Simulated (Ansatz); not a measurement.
Runs of Ansatz 0.2.0 on TiCo3. Symmetry: Pm-3m, No. 221, cubic system. Conventional cell: a = 3.571 Å, b = 3.571 Å, c = 3.571 Å, α = 90.00°, β = 90.00°, γ = 90.00°. Co (site symmetry 4/mmm) is surrounded by 8 Co at 2.53 Å and 4 Ti at 2.53 Å. Ti (site symmetry m-3m) is surrounded by 12 Co at 2.53 Å. 

```csv
level,cutoff (eV),gap on the mesh (eV),pressure (GPa),moment (μB)
r2SCAN,500,none,3.3,2.94
PBE0,420,none,11.8,2.94
r2SCAN0,500,none,(b),2.94
PBEsol,420,none,(a),0.53
HSE06,420,none,12.0,2.94
```

Alike in all rows: task projected density of states; potentials or basis Ansatz PAW; spin collinear, ferromagnetic start; cell as given; k mesh 4 × 4 × 4; smearing fermi-dirac 0.05 eV; the mesh is coarse, so values aren't converged.

Question: Fill in the values left out.

Answer: (a) -8.6; (b) 13.3.

Caveats: all runs use coarse meshes; the PAW data sets come from PBE, with cores solved anew for the run's functional, which leaves a small shift of forces and pressure; the starting moments weren't kept; the magnetic or orbital state may not be the lowest (some runs); the thresholds are loose for stress (some runs).

A gap of «none» marks a metal or a gap under the smearing width.
